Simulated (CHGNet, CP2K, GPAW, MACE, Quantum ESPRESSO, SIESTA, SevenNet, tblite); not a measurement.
**How far do other methods lie from plane waves? Zhiqinite (Fddd), TiSi2 (72 atoms)**

One geometry of Zhiqinite (Fddd), TiSi2 (72 atoms) is solved by several programs and methods. How far do their forces lie from a plane-wave PBE run?

Results are calculated, not measured.

The database entry behind the starting cell is an old determination (1939), so it need not match the best structure at ambient conditions.

## (1) The cell

The cell holds 72 atoms (24 Ti and 48 Si), with edges of 14.32, 8.24 and 8.52 Å. Recipe: TiSi2, space group Fddd, structure from the Crystallography Open Database, 3 x 1 x 1 conventional cells; every coordinate displaced by a Gaussian of 0.06 Å. Then every atom was moved at random, 0.02 Å r.m.s. a Cartesian component. The density is 4.12 g/cm³.

## (2) The reference input

Quantum ESPRESSO 7.5: Kohn-Sham DFT, PBE, SSSP efficiency 1.3.0 pseudopotentials, plane waves. Its input, pw.in:

```
&control
  calculation = 'scf'
  pseudo_dir = './pseudo'
  outdir = './tmp'
  disk_io = 'none'
  tprnfor = .true.
  tstress = .true.
/
&system
  ibrav = 0
  nat = 72
  ntyp = 2
  ecutwfc = 45
  ecutrho = 360
  nosym = .true.
  occupations = 'smearing'
  smearing = 'fd'
  degauss = 0.003675
/
&electrons
  conv_thr = 3.6e-07
  electron_maxstep = 100
  mixing_beta = 0.2
  mixing_mode = 'local-TF'
  diagonalization = 'david'
/
ATOMIC_SPECIES
Ti 47.867 Ti.upf
Si 28.085 Si.upf
CELL_PARAMETERS angstrom
14.31900 0.00000 0.00000
0.00000 8.23600 0.00000
0.00000 0.00000 8.52300
ATOMIC_POSITIONS crystal
Ti 0.24565 0.24876 0.25647
Ti 0.08878 0.74996 0.24015
Ti 0.08366 0.24515 0.74491
Ti 0.25268 0.75389 0.75132
[... 66 atom lines left out ...]
Si 0.67188 0.15932 0.00483
Si 0.83608 0.33175 0.99717
K_POINTS gamma
```

```console
$ OMP_NUM_THREADS=1 mpirun -np 4 pw.x -in pw.in > output.txt
```

Elapsed: 2.4 min, on 4 MPI ranks of Arm Neoverse V2, shared host; peak memory 2.8 GiB; 9.4 min of CPU time.

It converged with an r.m.s. force component of 0.78 eV/Å and a pressure of 4.2 GPa.

## (3) What was run beside it

- CHGNet: machine-learned potential, published weights.
- CP2K 2026.2: Gaussian basis with GTH pseudopotentials and a plane-wave density; labels give functional, basis (MOLOPT sets; SR short-range, UZH the newer set with its own potentials), grid cutoff/relative cutoff and solver (OT: orbital transformation; TRS4, TC2, SIGN: linear-scaling purification with its sparsity filter), or its built-in tight binding.
- GPAW 26.7.0: PAW with atomic orbitals (LCAO), plane waves or a real-space grid of spacing h.
- MACE: machine-learned potential, published weights.
- Quantum ESPRESSO 7.5: plane waves; labels (QE) give functional, pseudopotential set and cutoffs of waves/density.
- SIESTA 5.4.2: numerical atomic orbitals, whose automatically made sets are far from complete, with PseudoDojo norm-conserving potentials that we converted to its format (checked against plane waves on the same files for H, C, O, Si, Ge and Ca alone); labels give functional, basis size, energy shift and mesh cutoff.
- SevenNet: machine-learned potential, published weights.

All use the same cell and atoms, and the electronic-structure runs the same k-mesh.

## (4) All runs compared

Differences are against the reference: forces as r.m.s. over components, share as that over the reference's r.m.s. force, slope as the fitted ratio of a run's forces to the reference's.

```csv
run,"Δ force, r.m.s. (meV/Å)",share (%),slope,Δ pressure (GPa),cores,CPU time,memory (GiB)
reference,-,-,-,-,4,9.4 min,2.8
CHGNet r2SCAN potential,589,75.8,0.251,-1.86,1,3.4 s,1.3
"CP2K PBE+rVV10L, DZVP-MOLOPT-SR, 800/50 Ry, diagonalisation",17.2,2.21,1.007,-0.0302,2,12 min,8.1
"CP2K PBE, DZVP-MOLOPT-SR, 400/50 Ry, diagonalisation (coarse)",18.2,2.35,1.000,0.501,2,6 min,1.9
"CP2K PBE, DZVP-MOLOPT-SR, 800/50 Ry, diagonalisation",14.1,1.81,1.001,0.506,4,6.3 min,6.3
"CP2K PBE, SZV-MOLOPT-SR, 800/50 Ry, diagonalisation (coarse)",206,26.5,1.098,14.1,2,3.1 min,4.2
"CP2K PBEsol, PBE potentials, DZVP-MOLOPT-SR, 800/50 Ry, diagonalisation",33.9,4.36,1.001,-2.21,4,7 min,6.3
"GPAW PBE, LCAO dzp, h 0.2 Å, other mixer settings",37.3,4.80,1.044,-,1,15 min,1.8
"GPAW PBE, plane waves 550 eV",7.83,1.01,1.009,0.452,2,7.1 min,1.4
MACE MPA-0 medium potential,161,20.7,0.891,-0.745,1,6.8 s,0.97
"QE PBE, sssp-1.3.0-efficiency, 35/280 Ry (coarse)",0.652,0.084,1.000,0.0064,2,6.2 min,1.8
"QE PBE, sssp-1.3.0-efficiency, 45/360 Ry, cg",0.394,0.051,1.000,-0.0333,4,30 min,2.7
"SIESTA PBE, DZP, shift 0.01 Ry, mesh 200 Ry",30.7,3.94,1.008,0.118,2,4.7 min,1.1
"SIESTA PBE, DZP, shift 0.01 Ry, mesh 500 Ry",30.0,3.86,1.008,0.122,2,16 min,2.9
"SIESTA PBE, DZP, shift 0.04 Ry, mesh 500 Ry (coarse)",56.3,7.24,1.039,-2.65,2,6.4 min,1.9
"SIESTA PBE, SZP, shift 0.01 Ry, mesh 500 Ry (coarse)",106,13.6,1.072,3.14,2,11 min,2.5
"SIESTA PBE, TZP, shift 0.01 Ry, mesh 500 Ry",30.6,3.94,1.001,-0.466,4,21 min,3.8
SevenNet l3i5 potential,235,30.2,0.805,0.0564,1,8.5 s,1.4
```

Rows marked coarse were listed beforehand as settings not expected to be converged; some can still land near the reference.

Times of the machine-learned potentials are mostly Python's start and the loading of weights.

Runs without a result: GPAW PBE, LCAO dzp, h 0.2 Å (cut off at its time limit); tblite GFN1-xTB (not converged); GPAW RPBE, LCAO dzp, h 0.2 Å (cut off at its time limit).

CPU time is summed over cores on shared hosts, so it is rough.

## (5) What came out

Forces lie from 0.051 % (QE PBE, sssp-1.3.0-efficiency, 45/360 Ry, cg) to 76 % (CHGNet r2SCAN potential) of the reference's r.m.s. force of 0.78 eV/Å away from it. Other PBE runs on plane waves or a grid: GPAW PBE, plane waves 550 eV 1.0 % and QE PBE, sssp-1.3.0-efficiency, 45/360 Ry, cg 0.051 % of the r.m.s. force; the reference has errors of its own, so differences under a few per cent don't tell which side is nearer the exact PBE result. With the reference's own potentials and cutoffs, another solver or threshold moves forces by 0.051 % (QE PBE, sssp-1.3.0-efficiency, 45/360 Ry, cg). The PBE runs in local orbitals, coarse settings apart, differ by 1.8 % (CP2K PBE, DZVP-MOLOPT-SR, 800/50 Ry, diagonalisation) to 4.8 % (GPAW PBE, LCAO dzp, h 0.2 Å, other mixer settings); basis, grid and potentials can all enter.

Machine-learned potentials differ by 21 % (MACE MPA-0 medium potential) to 76 % (CHGNet r2SCAN potential); they were trained on other programs' data, some at another functional. Among those trained on PBE data the slope goes as low as 0.81, which softening far from their training structures can give, though the reference's k-sampling is untested too. Rows with another functional or a dispersion term differ by 2.2 % (CP2K PBE+rVV10L, DZVP-MOLOPT-SR, 800/50 Ry, diagonalisation) to 4.4 % (CP2K PBEsol, PBE potentials, DZVP-MOLOPT-SR, 800/50 Ry, diagonalisation), which mixes the change of model with differences of basis and potentials, some of them made for another functional. Runs with settings chosen to be coarse differ by 0.084 % (QE PBE, sssp-1.3.0-efficiency, 35/280 Ry) to 27 % (CP2K PBE, SZV-MOLOPT-SR, 800/50 Ry, diagonalisation), their programs' other errors included. From CP2K PBE, DZVP-MOLOPT-SR, 400/50 Ry, diagonalisation to the finer CP2K PBE, DZVP-MOLOPT-SR, 800/50 Ry, diagonalisation the share falls from 2.3 to 1.8 %. From SIESTA PBE, DZP, shift 0.01 Ry, mesh 200 Ry to the finer SIESTA PBE, DZP, shift 0.01 Ry, mesh 500 Ry the share goes from 3.94 to 3.86 %, so the grid isn't what parts these runs from the reference. Pressures at PBE, coarse settings apart, lie -0.47 to +0.51 GPa from the reference's.

**Limits.** The reference's pressure holds the uncorrected Pulay stress of its 45 Ry basis, so small pressure differences may be the reference's own error. Machine-learned potentials mimic data converged in k, so the reference's own k-point error enters their differences. The reference's stress is far from hydrostatic: its diagonal is 9.1, 3.7, -0.2 GPa, compression counted positive. The electronic-structure runs sample only Γ, in a cell whose shortest periodic width is 8 Å, which is coarse for a cell with partly filled levels. The reference's pressure of 4.2 GPa reflects the volume that the recipe set, positions that aren't this level's minimum and the coarse k-sampling. The reference has no spin polarisation, so local moments can't form. Where levels are smeared, the DFT runs use Fermi–Dirac occupations at 580 K (0.05 eV), and energies are free energies. The atoms were displaced at random, and shares hang on the size of the forces that this gives. The reference's cutoffs and mesh weren't converged further here.

[Logs are printed without paths, hosts, clocks, repeated set-up lines and the standing remarks that a program may print on its own settings, such as how far it seeks lower states.]

[Hosts, paths, dates, database ids (printed as entryN), source tags and the programs' standing remarks are cut or masked in the printed files.]

[Cells were taken only where this reference lay near another plane-wave run.]
